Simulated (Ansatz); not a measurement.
## Stack of F-AlN-H chair under honeycomb BP, unshifted in a perpendicular field

Wanted: the out-of-plane response of the stack of F-AlN-H chair under honeycomb BP, unshifted. A positive field points along +c.

Method: plane-wave DFT, PBE-D3(BJ), Ansatz PAW, in Ansatz 0.2.0.

### 1. The starting structure

The cell holds 6 atoms: 1 H, 1 N, 1 Al, 1 F, 1 P and 1 B. Its edges and angles: a = 3.189 Å, b = 3.189 Å, c = 24.390 Å, α = 90.0°, β = 90.0°, γ = 120.0°. Regions: layer 1: F-AlN-H chair, 4 atoms (1 H, 1 N, 1 Al and 1 F); layer 2: honeycomb BP, 2 atoms (1 P and 1 B). Vacuum lies along c.

### 2. Relaxation

The starting cell is a guess, so the in-plane lattice and the atoms are relaxed first, with the slab cut off from its images along the normal. The program lengthens the vector along the normal by itself, so c and the volume that it reports differ from the typed ones.

File input.yaml:

```yaml
crystal:
  lattice:
    - [3.189, 0.0, 0.0]
    - [-1.5945, 2.7617550127, 0.0]
    - [0.0, 0.0, 24.39]
  atoms:
    - { symbol: H, position: [0.6666666667, 0.3333333333, 0.36900369] }
    - { symbol: "N", position: [0.6666666667, 0.3333333333, 0.4108241082] }
    - { symbol: Al, position: [0.3333333333, 0.6666666667, 0.4370643706] }
    - { symbol: F, position: [0.3333333333, 0.6666666667, 0.5100451005] }
    - { symbol: P, position: [0.6666666667, 0.3333333333, 0.63099631] }
    - { symbol: B, position: [0.3333333333, 0.6666666667, 0.63099631] }
  periodic: [true, true, false]
kpoints:
  mp_grid: { grid: [12, 12, 1] }
hamiltonian:
  xc: pbe
  dispersion: d3bj
scf:
  occupations: { method: fermi_dirac, width: 0.05 }
  convergence: { dr2_threshold: 1.0e-09 }
relax:
  f_tol: 0.004
  max_steps: 90
  cell: {}
output:
  write_potential: true
  write_density: true
  volumetric_format: npy
```

Run with:

```
> ansatz run input.yaml --threads 2 --pin off --max-ram 3072MiB --backend cpu --events-out ev --progress --plain --runs-dir out
```

Numbers of over 12 decimals in the logs are rounded to 6 here.

What it wrote:

```text
Warning: crystal.periodic: the lattice vector that does not repeat stood 0.000° off the slab's normal, 24.390 Å along it as the deck builds it. The run solves the slab on a vector along the normal, 36.580 Å long, with every atom where it was (on the deck's vector they left 18.00 Å outside them, and the widest stretch free of ions among them is 2.95 Å). A fractional position that the run reports is one of the run's ce [...]
Warning: relax.cell: scf.convergence.dr2_threshold = 1e-9 eV is looser than the 2.23353798697e-10 eV advised for a relaxation that steers and ends on the stress (1e-10 eV for each atom of the cell: 6, times the square of relax.cell.stress_2d_tol = 0.05 N/m over 16.4 Å (the atoms' height at the walk's start and 5 Å past either face), 3.051e-2 GPa, over a crystal's default 0.05). What an SCF threshold leaves in a stress goes as its square root, and in the free energy as the threshold itself, and one threshold admits the most on a small cell: [figures from the program's tests cut] Set scf.convergence.dr2_threshold to 2.23353798697e-10 eV or tighter. [rest of the remark cut]
crystal.periodic: the lattice vector that does not repeat stood 0.000° off the slab's normal, 24.390 Å along it as the deck builds it. The run solves the slab on a vector along the normal, 36.580 Å long, with every atom where it was (on the deck's vector they left 18.00 Å outside them, and the widest stretch free of ions among them is 2.95 Å). A fractional position that the run reports is one of the run's cell, which [...]
Engine: ansatz 0.2.0, aarch64-unknown-linux-gnu
Pseudopotentials: kind: paw
Pseudopotential: H, paw, valence charge 1, recommended cutoff 420 eV (normal), H.paw.azcp
Pseudopotential: N, paw, valence charge 5, recommended cutoff 420 eV (normal), N.paw.azcp
Pseudopotential: Al, paw, valence charge 3, recommended cutoff 420 eV (normal), Al.paw.azcp
Pseudopotential: F, paw, valence charge 7, recommended cutoff 420 eV (normal), F.paw.azcp
Pseudopotential: P, paw, valence charge 5, recommended cutoff 420 eV (normal), P.paw.azcp
Pseudopotential: B, paw, valence charge 3, recommended cutoff 420 eV (normal), B.paw.azcp
Functional definition: PBE
  parameter kappa = 0.804
  parameter beta = 0.066725
  exchange = pbe_x(kappa = kappa, mu = beta*pi^2/3)
  correlation = pbe_c(beta = beta)
Crystal: 6 atoms, lattice volume = 322.169 Å³
Basis set: ecut = 420 eV, 6399 PW (Γ), exchange–correlation on 48×48×500 points (8 copies of the dense FFT grid, shifted against one another)
Bands: 18, of which v1, the nominal top of the filled ones, is band 12 counted from 1 (11 counted from 0)
Symmetry: 6 space group operations
Space group: P3m1 (ITA 156), of the structure as read, at distance tolerance 6.9e-5 Å
k-points: 19 of 144 (time reversal used)
Non-local potential: H, projectors of the file, l = 0: 2, l = 1: 1
Non-local potential: N, projectors of the file, l = 0: 2, l = 1: 2, l = 2: 1
Non-local potential: Al, projectors of the file, l = 0: 2, l = 1: 2, l = 2: 1
Non-local potential: F, projectors of the file, l = 0: 2, l = 1: 2, l = 2: 1
Non-local potential: P, projectors of the file, l = 0: 2, l = 1: 2, l = 2: 2
Non-local potential: B, projectors of the file, l = 0: 2, l = 1: 2, l = 2: 1
PAW form: soft (Blöchl's): semilocal exchange-correlation on the pseudo side does not see the compensation charge
PAW one-centre angular grid: H, 110 points (default); XC on 64 Gauss nodes
PAW one-centre angular grid: N, 110 points (default); XC on 64 Gauss nodes
PAW one-centre angular grid: Al, 110 points (default); XC on 64 Gauss nodes
PAW one-centre angular grid: F, 110 points (default); XC on 64 Gauss nodes
PAW one-centre angular grid: P, 110 points (default); XC on 64 Gauss nodes
PAW one-centre angular grid: B, 110 points (default); XC on 64 Gauss nodes
Initial density: superposition of atomic densities (neutral atoms: chi_scale 0, normalization atom), corrected by the library's trained network
Initial wavefunctions: pseudopotential atomic-orbital guess
Functional: x = pbe(κ = 0.804, μ = 0.219515), c = pbe(β = 0.066725)
SCF iter   1: F=—  HF=-2661.463675 eV  |F-HF|=—  |Δ(HF+E_count)|=         —  Δρ=2.40e-3  dr2=5.64e-1  ethr=1.77e-3  ⟨swp⟩=12.1  Hψ=3201  notcnv=0  defer=6
preconditioner: auto → LDOS  [insulator: Δε(μ)=0.166 eV  Ē_g=10.604 eV  σ=0.050 eV  W_gap=0.67  n_scr=20 (ndim 8)  ℏωp=9.7 eV  f_vac=0.723  D(μ)=0.11/eV (n_scr^D=2)  ε∞_Penn≈1.8  β→1.0]
SCF iter   2: F=—  HF=-2661.570938 eV  |F-HF|=—  |Δ(HF+E_count)|=   1.07e-1  Δρ=5.17e-3  dr2=3.23e0  ethr=1.77e-3  ⟨swp⟩=3.7  Hψ=780  notcnv=0  defer=23  recentre
SCF iter   3: F=—  HF=-2661.412348 eV  |F-HF|=—  |Δ(HF+E_count)|=   1.59e-1  Δρ=1.34e-3  dr2=2.33e-1  ethr=1.77e-3  ⟨swp⟩=3.1  Hψ=703  notcnv=0  defer=20
SCF iter   4: F=—  HF=-2661.395100 eV  |F-HF|=—  |Δ(HF+E_count)|=   1.72e-2  Δρ=4.23e-4  dr2=1.21e-2  ethr=9.70e-4  ⟨swp⟩=2.3  Hψ=585  notcnv=0  defer=22
SCF iter   5: F=—  HF=-2661.394460 eV  |F-HF|=—  |Δ(HF+E_count)|=   6.40e-4  Δρ=2.21e-4  dr2=7.80e-3  ethr=5.05e-5  ⟨swp⟩=2.5  Hψ=535  notcnv=0  defer=25
SCF iter   6: F=—  HF=-2661.394223 eV  |F-HF|=—  |Δ(HF+E_count)|=   2.37e-4  Δρ=1.08e-4  dr2=1.12e-3  ethr=3.25e-5  ⟨swp⟩=1.9  Hψ=365  notcnv=0  defer=25
SCF iter   7: F=—  HF=-2661.394204 eV  |F-HF|=—  |Δ(HF+E_count)|=   1.97e-5  Δρ=3.92e-5  dr2=2.11e-5  ethr=4.66e-6  ⟨swp⟩=1.5  Hψ=365  notcnv=0  defer=25
SCF iter   8: F=—  HF=-2661.394469 eV  |F-HF|=—  |Δ(HF+E_count)|=   2.65e-4  Δρ=1.99e-5  dr2=2.99e-6  ethr=8.79e-8  ⟨swp⟩=2.4  Hψ=575  notcnv=0  defer=25
SCF iter   9: F=—  HF=-2661.394474 eV  |F-HF|=—  |Δ(HF+E_count)|=   4.81e-6  Δρ=1.52e-5  dr2=1.18e-6  ethr=1.25e-8  ⟨swp⟩=3.1  Hψ=624  notcnv=0  defer=25
SCF iter  10: F=—  HF=-2661.394390 eV  |F-HF|=—  |Δ(HF+E_count)|=   8.34e-5  Δρ=4.26e-6  dr2=1.12e-7  ethr=4.93e-9  ⟨swp⟩=2.8  Hψ=564  notcnv=0  defer=25
SCF iter  11: F=—  HF=-2661.394390 eV  |F-HF|=—  |Δ(HF+E_count)|=   3.66e-8  Δρ=1.89e-6  dr2=5.54e-8  ethr=4.66e-10  ⟨swp⟩=2.9  Hψ=621  notcnv=0  defer=25
SCF iter  12: F=—  HF=-2661.394390 eV  |F-HF|=—  |Δ(HF+E_count)|=   2.14e-8  Δρ=8.24e-7  dr2=1.19e-8  ethr=2.31e-10  ⟨swp⟩=1.7  Hψ=365  notcnv=0  defer=25
SCF iter  13: F=—  HF=-2661.394390 eV  |F-HF|=—  |Δ(HF+E_count)|=   6.54e-9  Δρ=1.91e-7  dr2=2.00e-9  ethr=4.95e-11  ⟨swp⟩=2.4  Hψ=498  notcnv=0  defer=25
SCF iter  14: F=-2661.394390 eV  HF=-2661.394390 eV  |F-HF|=2.50e-11  |Δ(HF+E_count)|=  5.59e-10  Δρ=4.47e-8  dr2=5.71e-11  ethr=4.17e-12  ⟨swp⟩=9.5  Hψ=2185  notcnv=0
SCF 1 converged in 14 iterations: F = -2661.394390 eV  dr2 = 5.71e-11
[...]
SCF iter  12: F=—  HF=-2661.585515 eV  |F-HF|=—  |Δ(HF+E_count)|=   1.64e-8  Δρ=2.84e-7  dr2=1.95e-9  ethr=4.17e-12  ⟨swp⟩=10.7  Hψ=2430  notcnv=0
SCF iter  13: F=-2661.585515 eV  HF=-2661.585515 eV  |F-HF|=8.11e-10  |Δ(HF+E_count)|=   2.54e-9  Δρ=2.55e-7  dr2=4.92e-10  ethr=4.17e-12  ⟨swp⟩=9.3  Hψ=2127  notcnv=0
SCF 3 converged in 13 iterations: F = -2661.585515 eV  dr2 = 4.92e-10
  greatest PAW one-centre occupation: 0.932 electrons in one spin orbital (limit 2), on the F atom at site 3 (counted from 0), in its partial waves of l = 0
relax step   3: F+E_penalty+E_count = -2661.58551515 eV  Δ(F+E_penalty+E_count) = -4.725e-2 eV  max|allowed force component| = 1.264e0 eV/Å  Δτ_max = 0.1953 Å  P = +0.010 N/m  Ω = 321.271 Å³  energy of the carried Pulay correction = +5.203e-4 eV  fix = [c, alpha, beta]  reactions: c +0.000 N/m  (13 SCF iters, accepted)
[...]
relax step   4: F+E_penalty+E_count = -2661.61319658 eV  Δ(F+E_penalty+E_count) = -2.768e-2 eV  max|allowed force component| = 3.021e-1 eV/Å  Δτ_max = 0.0830 Å  P = -0.123 N/m  Ω = 321.156 Å³  energy of the carried Pulay correction = +5.869e-4 eV  fix = [c, alpha, beta]  reactions: c -0.000 N/m  (13 SCF iters, accepted)
[...]
relax step   5: F+E_penalty+E_count = -2661.61452382 eV  Δ(F+E_penalty+E_count) = -1.327e-3 eV  max|allowed force component| = 7.016e-2 eV/Å  Δτ_max = 0.0086 Å  P = -0.045 N/m  Ω = 320.913 Å³  energy of the carried Pulay correction = +7.276e-4 eV  fix = [c, alpha, beta]  reactions: c -0.000 N/m  (10 SCF iters, accepted)
[...]
relax step   6: F+E_penalty+E_count = -2661.61469325 eV  Δ(F+E_penalty+E_count) = -1.694e-4 eV  max|allowed force component| = 1.619e-2 eV/Å  Δτ_max = 0.0017 Å  P = -0.007 N/m  Ω = 320.780 Å³  energy of the carried Pulay correction = +8.049e-4 eV  fix = [c, alpha, beta]  reactions: c -0.000 N/m  (9 SCF iters, accepted)
[...]
relax step   7: F+E_penalty+E_count = -2661.61470979 eV  Δ(F+E_penalty+E_count) = -1.653e-5 eV  max|allowed force component| = 1.283e-3 eV/Å  Δτ_max = 0.0005 Å  P = -0.001 N/m  Ω = 320.758 Å³  energy of the carried Pulay correction = +8.180e-4 eV  fix = [c, alpha, beta]  reactions: c -0.000 N/m  (8 SCF iters, accepted)
Initial wavefunctions: pseudopotential atomic-orbital guess (no wavefunctions were taken with the density)
iter 1 solved again at ethr=6.29e-7 eV; its pass at ethr=3.10e-3 eV (dr2=1.51e-4 eV) is discarded
SCF iter   1: F=—  HF=-2661.613971 eV  |F-HF|=—  |Δ(HF+E_count)|=         —  Δρ=1.81e-5  dr2=2.25e-7  ethr=6.29e-7  ⟨swp⟩=5.2  Hψ=4754  notcnv=0
eigensolver tolerance schedule: the retry pair's looser diagonalisation over-reported the residual by 669.82 of it (diagonalisation noise at 0.16 of the residual, at the tolerance the schedule requests for it); recorded, not acted on — ethr = c·dr2/N_el stays at c = 1.0e-1
SCF iter   2: F=—  HF=-2661.613920 eV  |F-HF|=—  |Δ(HF+E_count)|=   5.13e-5  Δρ=1.99e-5  dr2=7.83e-7  ethr=9.37e-10  ⟨swp⟩=4.6  Hψ=948  notcnv=0
SCF iter   3: F=—  HF=-2661.613920 eV  |F-HF|=—  |Δ(HF+E_count)|=   1.85e-7  Δρ=4.59e-6  dr2=3.08e-8  ethr=9.37e-10  ⟨swp⟩=2.0  Hψ=545  notcnv=0
SCF iter   4: F=—  HF=-2661.613920 eV  |F-HF|=—  |Δ(HF+E_count)|=   1.65e-8  Δρ=2.01e-6  dr2=5.51e-9  ethr=1.28e-10  ⟨swp⟩=2.9  Hψ=615  notcnv=0
SCF iter   5: F=—  HF=-2661.613920 eV  |F-HF|=—  |Δ(HF+E_count)|=  4.58e-10  Δρ=7.27e-7  dr2=1.43e-9  ethr=2.30e-11  ⟨swp⟩=2.6  Hψ=594  notcnv=0
SCF iter   6: F=-2661.613920 eV  HF=-2661.613920 eV  |F-HF|=2.18e-11  |Δ(HF+E_count)|=  2.34e-10  Δρ=7.02e-8  dr2=5.25e-11  ethr=4.17e-12  ⟨swp⟩=13.8  Hψ=2832  notcnv=0
SCF 8 converged in 6 iterations: F = -2661.613920 eV  dr2 = 5.25e-11
relax step   8: F+E_penalty+E_count = -2661.61391963 eV  Δ(F+E_penalty+E_count) = +7.902e-4 eV  max|allowed force component| = 1.126e-3 eV/Å  Δτ_max = 0.0000 Å  P = -0.028 N/m  Ω = 320.758 Å³  fix = [c, alpha, beta]  reactions: c -0.000 N/m  stress off target by 2.78e-2 N/m on what of the cell is left free  SCF on the basis re-selected at this cell (its energy is not comparable with the rows above)  (6 SCF iters)
basis re-selected at this cell: Δ(F+E_penalty+E_count) = +7.902e-4 eV, ΔP = -0.027 N/m vs the last step (what re-selecting the basis moved, of the pressure what is left beyond the Pulay correction that the steps carried, after the strain that the cell walked since its last selection, with what the two solves' SCF thresholds leave and, on support functions, any second-order correction that the steps lacked; it is no m [...]
WARN: The output density's exchange-correlation potential varies sharply where the density is thin. Do not read a vacuum level from v_tot or v_xc, or from such a field of the output density. On a cell that repeats whose density bears no net charge and no dipole along the vacuum's axis use v_es (v_loc + v_h of the components); under efield.dipole_correction with no amplitude use v_es + v_field, which holds any externa [...]
SCF converged after 6 iterations
Free energy (F): -2661.613920 eV
Harris-Foulkes:  -2661.613920 eV  (|F-HF|=2.18e-11)
Internal energy: -2661.606953 eV  (E = F + TS)
E sigma→0 (E₀):  -2661.610436 eV
Entropy (-TS):   -0.006967 eV (-1.161 meV/atom)
Fermi energy:    -3.682449 eV
--- Per-component energies (eV) ---
  E_band       = -288.934212
  E_kinetic    = 497.454349
  E_local      = -39685.997492  (includes V_loc(G=0)·N_el)
  E_nonlocal   = 176.456790
  E_hartree    = 19570.918333
  E_xc         = -282.565878
  E_vxc        = -318.211211  (∫ρ·V_xc dr)
  E_paw        = -1444.433365  (= ΣΔE_a)
  E_vpaw       = -100.474406  (= ΣTr[D̂ρ^β])
  E_aug_tail   = 0.000906  (compensation charges beyond the density's cutoff)
  E_ewald      = 18507.235286
  E_disp       = -0.675883  (pairwise vdW)
  E_smearing   = -0.006967  (= −TS)
  E_closure    = -0.000000  (closes the sum)
  Σ components = -2661.613920   (vs F -2661.613920, Δ=0.00e0)
--- Forces (eV/Å), atoms counted from 1 ---
  atom   1  H     -0.00000000     0.00000000     0.00077329
  atom   2  N      0.00000000    -0.00000000    -0.00112289
  atom   3  Al     0.00000000     0.00000000    -0.00073726
  atom   4  F      0.00000000    -0.00000000     0.00110598
  atom   5  P      0.00000000     0.00000000     0.00005371
  atom   6  B      0.00000000     0.00000000    -0.00005670
  max |Σ_I F_I| component: 1.61e-5 eV/Å
--- 2D stress c σ (N/m, compression-positive) ---
       -0.027831       0.000000      -0.000000
        0.000000      -0.027831       0.000000
       -0.000000       0.000000      -0.000000
  P = ½ c Tr σ = -0.0278 N/m
--- Band table (eV; the first three rows and the last of 19) ---
  k-point 0: bands = [... 8 lower, -7.6907, -7.4157, -4.9625, -4.9625, -3.8797, -2.1992, -1.3560, -0.3250, ... 2 higher]
  k-point 1: bands = [... 8 lower, -7.7125, -7.2969, -5.4985, -5.1719, -3.6872, -2.0085, -1.1581, -0.1585, ... 2 higher]
  k-point 2: bands = [... 8 lower, -7.7681, -6.9607, -6.7678, -5.6550, -3.2235, -1.5237, -0.6372, 0.2392, ... 2 higher]
  k-point 18: bands = [... 8 lower, -9.2643, -8.6031, -8.5547, -3.2616, -2.3482, 0.9884, 1.1058, 1.2905, ... 2 higher]
  the weakly bound empty levels are not read free of the cell's end (no_gap_told)
--- Relaxed structure (7 steps of the walk, 7 accepted, 1 SCFs on fresh bases) ---
  F+E_penalty+E_count = -2661.61391963 eV   max|allowed force component| = 1.126e-3 eV/Å   (the final SCF, on the basis selected at the relaxed cell)
  cell:  # Å, volume = 320.7576 Å³
    - [3.182009, 0, 0]
    - [-1.591004, 2.755700, 0]
    - [0, 0, 36.580000]
  atoms:
    - { symbol: H, position: [0.666667, 0.333333, 0.245874] }
    - { symbol: N, position: [0.666667, 0.333333, 0.274024] }
    - { symbol: Al, position: [0.333333, 0.666667, 0.291050] }
    - { symbol: F, position: [0.333333, 0.666667, 0.336078] }
    - { symbol: P, position: [0.666667, 0.333333, 0.422815] }
    - { symbol: B, position: [0.333333, 0.666667, 0.423052] }
```

Run time: 2 min. Hardware: 2 threads of Arm Neoverse N1, shared host; peak memory 0.54 GiB; 3.8 min of CPU time.

The steps of the relaxation:

```
step  energy less that of the first step (eV)  largest force component (eV/Å)  volume (Å³)
   1                                   0.0000                          2.8209       322.17
   2                                  -0.1439                          1.8672       322.20
   3                                  -0.1911                          1.2643       321.27
   4                                  -0.2188                          0.3021       321.16
   5                                  -0.2201                          0.0702       320.91
   6                                  -0.2203                          0.0162       320.78
   7                                  -0.2203                          0.0013       320.76
  8*                                  -0.2195                          0.0011       320.76
```

Relaxation steps marked * repeat the geometry before them on a plane-wave basis chosen anew for their cell, so energy and pressure can jump there.

Forces are held to the 6 operations that the run works with; a distortion that breaks them can't arise in this run.

```
cell as run  before  after  change
      a (Å)   3.189  3.182  -0.2 %
      b (Å)   3.189  3.182  -0.2 %
```

The atoms that moved most (Å, along periodic axes as changes of fractional coordinates times the final cell, across vacuum about the mean position):

```
atom     dx     dy      dz  length
  F4  0.000  0.000  -0.146   0.146
  B6  0.000  0.000   0.085   0.085
  P5  0.000  0.000   0.077   0.077
 Al3  0.000  0.000  -0.013   0.013
  H1  0.000  0.000  -0.006   0.006
```

The relaxed structure:

```cif
data_structure
_symmetry_space_group_name_H-M 'P 1'
_symmetry_Int_Tables_number 1
_cell_length_a 3.1820
_cell_length_b 3.1820
_cell_length_c 36.5800
_cell_angle_alpha 90.000
_cell_angle_beta 90.000
_cell_angle_gamma 120.000
_cell_volume 320.76
loop_
_atom_site_label
_atom_site_type_symbol
_atom_site_fract_x
_atom_site_fract_y
_atom_site_fract_z
_atom_site_occupancy
H1 H 0.66667 0.33333 0.24587 1
N2 N 0.66667 0.33333 0.27402 1
Al3 Al 0.33333 0.66667 0.29105 1
F4 F 0.33333 0.66667 0.33608 1
P5 P 0.66667 0.33333 0.42281 1
B6 B 0.33333 0.66667 0.42305 1
```

This step gave:

* energy at zero smearing: -2661.6104 eV

The lattice constant a goes from 3.189 to 3.182 Å.

(Part 1 of 3 ends here.)

[Logs are printed without paths, hosts, clocks, repeated set-up lines and the standing remarks that a program may print on its own settings, such as how far it seeks lower states.]

[Hosts, paths, dates, database ids (printed as entryN), source tags and the programs' standing remarks are cut or masked in the printed files.]

[Maps of the electrostatic potential energy from Ansatz leave out the sawtooth potential of an applied field or a dipole correction, so their vacuum need not be flat; planar profiles and work functions include it.]
